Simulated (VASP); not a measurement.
# MoS2 in VASP: further runs

One sheet, MoS2, is run at these levels: PBE; tasks: single point.

Program: VASP 6.6.1. These are calculated values, not measurements. Logs are shortened: lines on timing, memory, paths and dates and some standing lists are left out, and cuts for length are marked.

## 1. The sheet as given

The cell holds a sheet with vacuum, 3 atoms: a = 3.185 Å, b = 3.185 Å, c = 18.120 Å, α = 90.00°, β = 90.00°, γ = 120.00°.

The cell was built by a generator and needn't be a form met in nature.

## 2. Single point, PBE

File INCAR:

```
SYSTEM = MoS2
ALGO = Fast
EDIFF = 1E-7
ENCUT = 520
GGA = PE
ISIF = 2
ISMEAR = 0
LASPH = .TRUE.
LCHARG = .FALSE.
LREAL = .FALSE.
LWAVE = .FALSE.
NBANDS = 20
NELM = 80
PREC = Accurate
SIGMA = 0.01
```

File KPOINTS:

```
k-points
0
G
  12 12 1
  0 0 0
```

File POSCAR:

```
MoS2
1.0
    3.1846861544      0.0000000000      0.0000000000
   -1.5923430772      2.7580191128      0.0000000000
    0.0000000000      0.0000000000     18.1200000000
S Mo
2 1
Direct
    0.3333333333      0.6666666667      0.4137583193
    0.3333333333      0.6666666667      0.5862416807
    0.6666666667      0.3333333333      0.5000000000
```

Potentials or basis: VASP PAW PBE potentials, release 64 (S, Mo_sv).

The run is started by

```bash
$ cat potpaw_PBE.64/S/POTCAR potpaw_PBE.64/Mo_sv/POTCAR > POTCAR
$ mpirun -np 1 vasp_std > vasp.out
```

OUTCAR:

```text
SYSTEM = MoS2
   EDIFF = 1E-7
   ENCUT = 520
   GGA = PE
   ISIF = 2
   ISMEAR = 0
   LASPH = .TRUE.
   LREAL = .FALSE.
   NELM = 80
   PREC = Accurate

 ion  position               nearest neighbor table
   1  0.333  0.667  0.414-   3 2.41   3 2.41   3 2.41
   2  0.333  0.667  0.586-   3 2.41   3 2.41   3 2.41
   3  0.667  0.333  0.500-   1 2.41   2 2.41   1 2.41   2 2.41   1 2.41   2 2.41

  LATTYP: Found a hexagonal cell.
 ALAT       =     3.1846861544
 C/A-ratio  =     5.6897286331

  Lattice vectors:

 A1 = (   3.1846861544,   0.0000000000,   0.0000000000)
 A2 = (  -1.5923430772,   2.7580191128,   0.0000000000)
 A3 = (   0.0000000000,   0.0000000000,  18.1200000000)

Analysis of symmetry for initial positions (statically):
=====================================================================
 Subroutine PRICEL returns:
 Original cell was already a primitive cell.

 Routine SETGRP: Setting up the symmetry group for a
 hexagonal supercell.

 Subroutine GETGRP returns: Found 12 space group operations
 (whereof 12 operations were pure point group operations)
 out of a pool of 24 trial point group operations.

The static configuration has the point symmetry D_3h.

Analysis of symmetry for dynamics (positions and initial velocities):
=====================================================================
 Subroutine PRICEL returns:
 Original cell was already a primitive cell.

 Routine SETGRP: Setting up the symmetry group for a
 hexagonal supercell.

 Subroutine GETGRP returns: Found 12 space group operations
 (whereof 12 operations were pure point group operations)
 out of a pool of 24 trial point group operations.

The dynamic configuration has the point symmetry D_3h.

 Subroutine INISYM returns: Found 12 space group operations
 (whereof 12 operations are pure point group operations),
 and found     1 'primitive' translations

----------------------------------------------------------------------------------------

                                     Primitive cell

  volume of cell :     159.1557

  direct lattice vectors                    reciprocal lattice vectors
     3.184686154  0.000000000  0.000000000     0.314002684  0.181289534  0.000000000
    -1.592343077  2.758019113  0.000000000     0.000000000  0.362579068  0.000000000
[... 79 lines left out ...]
   ENCUT  =  520.0 eV  38.22 Ry    6.18 a.u.   5.92  5.92 33.69*2*pi/ulx,y,z
   NELM   =     80;   NELMIN=  2; NELMDL= -5     # of ELM steps
   EDIFF  = 0.1E-06   stopping-criterion for ELM
   LREAL  =      F    real-space projection
   EDIFFG = 0.1E-05   stopping-criterion for IOM
   NSW    =      0    number of steps for IOM
   IBRION =     -1    ionic relax: 0-MD 1-quasi-New 2-CG
   NFREE  =      0    steps in history (QN), initial steepest desc. (CG)
   ISIF   =      2    stress and relaxation
   ISYM   =      2    0-nonsym 1-usesym 2-fastsym
   POTIM  = 0.5000    time-step for ionic-motion
   TEBEG  =    0.0;   TEEND  =   0.0 temperature during run
   PSTRESS=    0.0 pullay stress
   NELECT =      26.0000    total number of electrons
   NUPDOWN=      -1.0000    fix difference up-down
   EMIN   =  10.00;   EMAX   =-10.00  energy-range for DOS
   EFERMI =   0.00;   METHOD = LEGACY
   ISMEAR =     0;   SIGMA  =   0.01  broadening in eV -4-tet -1-fermi 0-gaus
   EFERMI_NEDOS =   21; number of points for ismear=-14 and -15
   IALGO  =     68    algorithm
   IMIX   =      4    mixing-type and parameters
     AMIX     =   0.40;   BMIX     =  1.00
     AMIX_MAG =   1.60;   BMIX_MAG =  1.00
  volume/ion in A,a.u.               =      53.05       358.01
  Fermi-wavevector in a.u.,A,eV,Ry     =   0.894936  1.691184 10.897045  0.800910
  Thomas-Fermi vector in A             =   2.017204
   LORBIT       =      0    0 simple, 1 ext, 2 COOP (PROOUT), +10 PAW based schemes
   GGA     = PE    functional components
   LHFCALC =     F    Hartree Fock is set to
   AEXX    =    0.0000 exact exchange contribution
   IVDW    =     0    specifies the selected vdW correction
   LEPSILON=     F    determine dielectric tensor
   LRPA    =     F    only Hartree local field effects (RPA)
 non-spin polarized calculation
 RMM-DIIS sequential band-by-band and
 Gauss-broadening in eV      SIGMA  =   0.01
  energy-cutoff  :      520.00
  volume of cell :      159.16
 maximum number of plane-waves:      4313
 NGX is ok and might be reduce to    24
   NGX = 11   NGY = 11   NGZ = 67

 number of electron      25.9999999 magnetization

 Free energy of the ion-electron system (eV)
  ---------------------------------------------------
  ext. energy  EPLUGINS =         0.00000000
  ---------------------------------------------------
  free energy    TOTEN  =       -21.85280356 eV

  energy without entropy =      -21.85280356  energy(sigma->0) =      -21.85280356

 E-fermi :  -1.5355     XC(G=0):  -4.2156

 val. band max:       -1.6282548193   @ k =   0.0000   0.0000   0.0000
 cond. band min:       0.0394637580   @ k =   0.3333   0.3333   0.0000
 fundamental gap:      1.6677185773
 Fermi energy:        -1.5354991621

 k-point     1 :       0.0000    0.0000    0.0000
  band No.  band energies     occupation
      1     -62.4951      2.00000
      2     -36.6329      2.00000
      3     -36.4307      2.00000
      4     -36.4307      2.00000
      5     -15.6899      2.00000
      6     -14.3927      2.00000
[... 426 lines left out ...]
     19       5.9956      0.00000
     20       7.9920      0.00000

------------------------ aborting loop because EDIFF is reached ----------------------------------------

  FORCE on cell =-STRESS in cart. coord.  units (eV):
  Direction    XX          YY          ZZ          XY          YZ          ZX
  --------------------------------------------------------------------------------------
  -------------------------------------------------------------------------------------
  Total       -0.0361999     -0.0361999     -0.0593635      0.0000000     -0.0000000     -0.0000000
  in kB       -0.3644142     -0.3644142     -0.5975963      0.0000000     -0.0000000     -0.0000000
  external PRESSURE =      -0.4421416 kB  Pullay stress =       0.0000000 kB

 VOLUME and BASIS-vectors are now :
 -----------------------------------------------------------------------------
  energy-cutoff  :      520.00
  volume of cell :      159.16
      direct lattice vectors                 reciprocal lattice vectors
     3.184686154  0.000000000  0.000000000     0.314002684  0.181289534  0.000000000
    -1.592343077  2.758019113  0.000000000     0.000000000  0.362579068  0.000000000
     0.000000000  0.000000000 18.120000000     0.000000000  0.000000000  0.055187638

 POSITION                                       TOTAL-FORCE (eV/Angst)
 -----------------------------------------------------------------------------------
     -0.00000      1.83868      7.49730         0.000000      0.000000      0.011824
     -0.00000      1.83868     10.62270         0.000000      0.000000     -0.011824
      1.59234      0.91934      9.06000        -0.000000     -0.000000      0.000000
 -----------------------------------------------------------------------------------
    total drift:                               -0.000000      0.000000      0.000000

  FREE ENERGIE OF THE ION-ELECTRON SYSTEM (eV)
  ---------------------------------------------------
  free  energy   TOTEN  =       -21.8528035593 eV

  energy  without entropy=      -21.8528035593  energy(sigma->0) =      -21.85280356
```

OSZICAR:

```text
N       E                     dE             d eps       ncg     rms          rms(c)
DAV:   1     0.157021117206E+03    0.15702E+03   -0.13671E+04   984   0.105E+03
DAV:   2    -0.125871818026E+02   -0.16961E+03   -0.16609E+03  1012   0.238E+02
DAV:   3    -0.232148207886E+02   -0.10628E+02   -0.10524E+02  1000   0.536E+01
[... 16 lines left out ...]
RMM:  20    -0.218528007500E+02   -0.37271E-05   -0.29489E-07   731   0.205E-03    0.641E-04
RMM:  21    -0.218528027597E+02   -0.20097E-05   -0.18636E-07   673   0.135E-03    0.504E-04
RMM:  22    -0.218528033292E+02   -0.56956E-06   -0.38343E-08   567   0.699E-04    0.106E-04
RMM:  23    -0.218528035404E+02   -0.21119E-06   -0.18537E-08   444   0.457E-04    0.455E-05
RMM:  24    -0.218528035593E+02   -0.18902E-07   -0.34423E-09   318   0.347E-04
   1 F= -.21852804E+02 E0= -.21852804E+02  d E =-.169064E-41
```

It took 42 s on 1 thread of Intel Xeon 6975P-C (Granite Rapids), shared host; peak memory 0.28 GiB.

What came out:

```
Free energy            : -21.8528 eV
Largest force          : 0.012 eV/Å
Band gap on the k mesh : 1.67 eV, indirect (least direct gap 1.68 eV)
```

Forces in eV/Å, atoms in the order of the input:
```
S    0.000  0.000  0.012
S    0.000  0.000 -0.012
Mo   0.000  0.000  0.000
```

## 3. Single point, PBE

This run uses another cell than the first one, of 52.23 Å³/atom, 0.985 times its volume.

File INCAR:

```
PREC = Accurate ; ENCUT = 520
EDIFF = 1E-6 ; ISMEAR = 0
SIGMA = 0.01 ; LREAL = F
LASPH = T ; NELM = 100
ALGO = Normal ; ISIF = 2
LWAVE = F ; LCHARG = F
GGA = PE ; NBANDS = 20
```

File KPOINTS:

```
regular mesh
0
Gamma
  12 12 1
```

File POSCAR:

```
MoS2
1.0
    3.1600000000      0.0000000000      0.0000000000
   -1.5800000000      2.7366402760      0.0000000000
    0.0000000000      0.0000000000     18.1200000000
S Mo
2 1
Direct
    0.3333333333      0.6666666667      0.4139072848
    0.3333333333      0.6666666667      0.5860927152
    0.6666666667      0.3333333333      0.5000000000
```

Potentials or basis: VASP PAW PBE potentials, release 64 (S, Mo_sv).

The run is started by

```bash
$ cat potpaw_PBE.64/S/POTCAR potpaw_PBE.64/Mo_sv/POTCAR > POTCAR
$ mpirun -np 1 vasp_std > vasp.out
```

It took 34 s on 1 thread of Intel Xeon 6975P-C (Granite Rapids), shared host; peak memory 0.27 GiB.

The run converged. Its results:

```
Free energy            : -21.8454 eV
Largest force          : 0.195 eV/Å
Band gap on the k mesh : 1.75 eV, direct
```

Forces on the atoms (eV/Å):
```
S    0.000  0.000 -0.195
S    0.000  0.000  0.195
Mo   0.000  0.000  0.000
```

Levels at points of the mesh, in eV from the valence-band top:
| k point | band 11 | band 12 | band 13 | band 14 | band 15 | band 16 |
| --- | --- | --- | --- | --- | --- | --- |
| (0.00, 0.00, 0.00) | -1.48 | -1.48 | -0.04 | 2.83 | 2.83 | 3.09 |
| (0.50, 0.00, 0.00) | -1.91 | -0.93 | -0.63 | 2.33 | 2.85 | 3.94 |
